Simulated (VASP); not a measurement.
Write the native input for VASP 6.6.1 that does the following.

```
Task                   : band structure
Functional             : r2SCAN
Potentials or basis    : VASP PAW PBE potentials, release 64 (K_sv, Cl)
Cutoff                 : 520 eV
k mesh                 : 7 × 7 × 7
Occupations            : gaussian, width 0.02 eV
Spin                   : no spin polarisation
Further INCAR settings : ALGO = Normal; EDIFF = 1e-06
```

The structure of KCl lies in POSCAR:

```
KCl                                     
1.0
    0.0000000000      3.1447263933      3.1447263933
    3.1447263933      0.0000000000      3.1447263933
    3.1447263933      3.1447263933     -0.0000000000
  K               Cl            
     1     1
Direct
     1.0000000000000000    1.0000000000000000    1.0000000000000000
     0.5000000000000000    0.5000000000000000    0.5000000000000000
```

The cell is a database's computed one.

The input as run:

INCAR

```
SYSTEM = KCl
PREC = Accurate
ENCUT = 520
EDIFF = 1E-6
ISMEAR = 0
SIGMA = 0.02
LREAL = .FALSE.
LASPH = .TRUE.
NELM = 60
ALGO = Normal
ISIF = 2
LWAVE = .FALSE.
LCHARG = .FALSE.
METAGGA = R2SCAN
LMIXTAU = .TRUE.
```

KPOINTS

```
Automatic mesh
0
G
  7 7 7
  0 0 0
```

KPOINTS_OPT

```
path GXWKGLUWLK,UX
15
line-mode
reciprocal
 0.0000000000  0.0000000000  0.0000000000  G
 0.5000000000  0.0000000000  0.5000000000  X

 0.5000000000  0.0000000000  0.5000000000  X
 0.5000000000  0.2500000000  0.7500000000  W

 0.5000000000  0.2500000000  0.7500000000  W
 0.3750000000  0.3750000000  0.7500000000  K

 0.3750000000  0.3750000000  0.7500000000  K
 0.0000000000  0.0000000000  0.0000000000  G

 0.0000000000  0.0000000000  0.0000000000  G
 0.5000000000  0.5000000000  0.5000000000  L

 0.5000000000  0.5000000000  0.5000000000  L
 0.6250000000  0.2500000000  0.6250000000  U

 0.6250000000  0.2500000000  0.6250000000  U
 0.5000000000  0.2500000000  0.7500000000  W

 0.5000000000  0.2500000000  0.7500000000  W
 0.5000000000  0.5000000000  0.5000000000  L

 0.5000000000  0.5000000000  0.5000000000  L
 0.3750000000  0.3750000000  0.7500000000  K

 0.6250000000  0.2500000000  0.6250000000  U
 0.5000000000  0.0000000000  0.5000000000  X
```

Potentials or basis: VASP PAW PBE potentials, release 64 (K_sv, Cl).

Run with:

```console
$ cat potpaw_PBE.64/K_sv/POTCAR potpaw_PBE.64/Cl/POTCAR > POTCAR
$ mpirun -np 1 vasp_std > vasp.out
```

Results of the run:

```yaml
Pressure: 0.0 GPa
Band_gap_on_the_k_mesh: 5.84 eV, direct
Band_gap_along_the_path: 5.84 eV, direct
```

Caveat: the PAW data sets were made with another functional, which shifts forces and pressure a little.

Wall time 2.4 min on 1 thread of Intel(R) Xeon(R) 6975P-C (Granite Rapids), on a shared host, peak memory 0.21 GiB.
